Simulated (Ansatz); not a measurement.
**Relaxation of Zr18C**

These are results of Ansatz 0.2.0, DFT PBE, scalar-relativistic, plane waves, PAW, not measurements. Run with 420 eV cutoff, 3×3×3 k-mesh, Gaussian smearing of 0.10 eV, no spin polarisation.

What was changed: C interstitial, charge +0, atoms relaxed.

In a supercell of 19 atoms the defect feels its periodic images, and the cell reads as a metal on the mesh, so a level in the gap can't be told from a carrier in the bands.

Spin polarisation was left out.

Command:

```bash
ansatz run input.yaml --threads 4 --pin off --max-ram 8192MiB --backend cpu --events-out ev --progress --plain --runs-dir out
```

Input:

```yaml
crystal:
  lattice:
    - [-4.8517212585, 2.8011425747, 5.1654655887]
    - [0.0, -5.6022851492, 5.1654655887]
    - [4.8517212585, 2.8011425746, 5.1654655887]
  atoms:
    - { symbol: Zr, position: [0.5277777778, 0.5277777778, 0.1944444444] }
    - { symbol: Zr, position: [0.8611111111, 0.1944444444, 0.1944444444] }
    - { symbol: Zr, position: [0.1944444444, 0.5277777778, 0.5277777778] }
    - { symbol: Zr, position: [0.1944444444, 0.8611111111, 0.1944444444] }
    - { symbol: Zr, position: [0.5277777778, 0.1944444444, 0.5277777778] }
    - { symbol: Zr, position: [0.8611111111, 0.5277777778, 0.8611111111] }
    - { symbol: Zr, position: [0.8611111111, 0.8611111111, 0.5277777778] }
    - { symbol: Zr, position: [0.1944444444, 0.1944444444, 0.8611111111] }
    - { symbol: Zr, position: [0.5277777778, 0.8611111111, 0.8611111111] }
    - { symbol: Zr, position: [0.4722222222, 0.8055555556, 0.4722222222] }
    - { symbol: Zr, position: [0.8055555556, 0.4722222222, 0.4722222222] }
    - { symbol: Zr, position: [0.1388888889, 0.8055555556, 0.8055555556] }
    - { symbol: Zr, position: [0.1388888889, 0.1388888889, 0.4722222222] }
    - { symbol: Zr, position: [0.4722222222, 0.4722222222, 0.8055555556] }
    - { symbol: Zr, position: [0.8055555556, 0.8055555556, 0.1388888889] }
    - { symbol: Zr, position: [0.8055555556, 0.1388888889, 0.8055555556] }
    - { symbol: Zr, position: [0.1388888889, 0.4722222222, 0.1388888889] }
    - { symbol: Zr, position: [0.4722222222, 0.1388888889, 0.1388888889] }
    - { symbol: C, position: [0.3224577741, -0.0020886405, 0.3132287854] }
basis:
  ecutwfc: 420
  xc_grid: 2
kpoints:
  mp_grid: { grid: [3, 3, 3], shift: [0.0, 0.0, 0.0] }
hamiltonian:
  xc: pbe
scf:
  occupations: { method: gaussian, width: 0.1 }
output:
  forces: true
  stress: false
  eigenvalues: true
  write_density: true
  write_potential: true
  elf: true
  volumetric_format: npy
relax:
  adjacent_minimum: "off"
  f_tol: 0.02
  max_steps: 60
```

F is the free energy.

Steps:

| step | F − F(1) (eV) | largest force component (eV/Å) |
| --- | --- | --- |
| 1 | 0.0000 | 4.088 |
| 2 | -0.8818 | 1.063 |
| 3 | -1.0381 | 0.788 |
| 4 | -1.1640 | 0.658 |
| 5 | -1.2574 | 0.332 |
| 6 | -1.2778 | 0.065 |
| 7 | -1.2794 | 0.012 |

Relaxed structure:

```cif
data_structure
_symmetry_space_group_name_H-M 'P 1'
_symmetry_Int_Tables_number 1
_cell_length_a 7.6202
_cell_length_b 7.6202
_cell_length_c 7.6202
_cell_angle_alpha 79.091
_cell_angle_beta 79.091
_cell_angle_gamma 79.091
_cell_volume 421.20
loop_
_atom_site_label
_atom_site_type_symbol
_atom_site_fract_x
_atom_site_fract_y
_atom_site_fract_z
_atom_site_occupancy
Zr1 Zr 0.52695 0.52798 0.19014 1
Zr2 Zr 0.86085 0.19409 0.19012 1
Zr3 Zr 0.19065 0.52798 0.52645 1
Zr4 Zr 0.20311 0.87023 0.20257 1
Zr5 Zr 0.51430 0.18142 0.51380 1
Zr6 Zr 0.85701 0.52418 0.85646 1
Zr7 Zr 0.86086 0.85778 0.52645 1
Zr8 Zr 0.19063 0.19408 0.86036 1
Zr9 Zr 0.52694 0.85778 0.86036 1
Zr10 Zr 0.48241 0.77965 0.48196 1
Zr11 Zr 0.80237 0.46949 0.46749 1
Zr12 Zr 0.13598 0.80310 0.80675 1
Zr13 Zr 0.11254 0.14953 0.48193 1
Zr14 Zr 0.46795 0.46950 0.80191 1
Zr15 Zr 0.80719 0.80310 0.13551 1
Zr16 Zr 0.80239 0.13506 0.80192 1
Zr17 Zr 0.13597 0.47432 0.13551 1
Zr18 Zr 0.48238 0.14954 0.11205 1
C1 C 0.36199 0.02909 0.36150 1
```

The run converged. Time: 2.7 min on 4 threads of Intel(R) Xeon(R) Platinum 8259CL CPU @ 2.50GHz (Skylake/Cascade Lake) (shared host), peak memory 1.8 GiB.